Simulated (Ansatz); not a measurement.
# Li (beta tin type): a single-point run

Aim: a sound single-point run of Li (beta tin type). The structure is shown as the input types it.

Program: Ansatz 0.2.0. Level of theory: DFT, PBE, all-electron LAPW, scalar-relativistic. These are calculated values, not measurements.

### Step 1. Starting point

Symmetry: I4_1/amd, No. 141, tetragonal system. The conventional cell has a = 4.936 Å, b = 4.936 Å, c = 2.670 Å, α = 90.00°, β = 90.00°, γ = 90.00°. Around Li (site symmetry -4m2) lie 6 Li at 2.56 to 2.67 Å.

Structure file:

```
Li
1.0
    -2.46777    2.46777    1.33495
     2.46777   -2.46777    1.33495
     2.46777    2.46777   -1.33495
Li
2
Direct
  0.62500 0.87500 0.75000
  0.37500 0.12500 0.25000
```

### Step 2. Running it

input.yaml

```yaml
crystal:
  lattice:
    - [-2.467773432, 2.467773432, 1.3349489094]
    - [2.467773432, -2.467773432, 1.3349489094]
    - [2.467773432, 2.467773432, -1.3349489094]
  atoms:
    - { symbol: Li, position: [-0.375, -0.125, -0.25] }
    - { symbol: Li, position: [0.375, 0.125, 0.25] }
kpoints:
  mp_grid: { grid: [15, 15, 15] }
  band_path:
    path:
      - [0.0, 0.0, 0.0]
      - [0.0, 0.0, 0.5]
      - [-0.5, 0.5, 0.5]
      - [0.0, 0.0, 0.0]
      - [0.3231574787, 0.3231574787, -0.3231574787]
      - [-0.3231574787, 0.6768425213, 0.3231574787]
      - [-0.5, 0.5, 0.5]
      - [0.0, 0.0, 0.5]
      - [0.25, 0.25, 0.25]
    npoints: 8
scf:
  occupations: { method: fermi_dirac, width: 0.3 }
  n_extra_bands: 0
  max_iter: 75
hamiltonian:
  xc: pbe
  pseudopotentials: { kind: all_electron, lapw: { basis_error: 0.001 } }
output:
  forces: true
  stress: true
  eigenvalues: true
  populations: true
```

The run is started by

```console
> ansatz run input.yaml --threads 1 --pin off --max-ram 2048MiB --backend cpu --events-out ev --progress --plain --runs-dir out
```

Q: Will this input give a usable result? If not, why, and what should change?

The program refused the input before any cycle. Its message: «inconsistent input (scf.n_extra_bands, scf.occupations.method): n_bands = 3 leaves no empty band above the 3 bands per channel that the deck's 6 electrons occupy ...»

Look at the input: scf.occupations.width is 0.3; scf.n_extra_bands is 0. There are no spare bands for the search of the Fermi level.

The cure: delete scf.n_extra_bands (the default then holds) and set scf.occupations.width to 0.08.
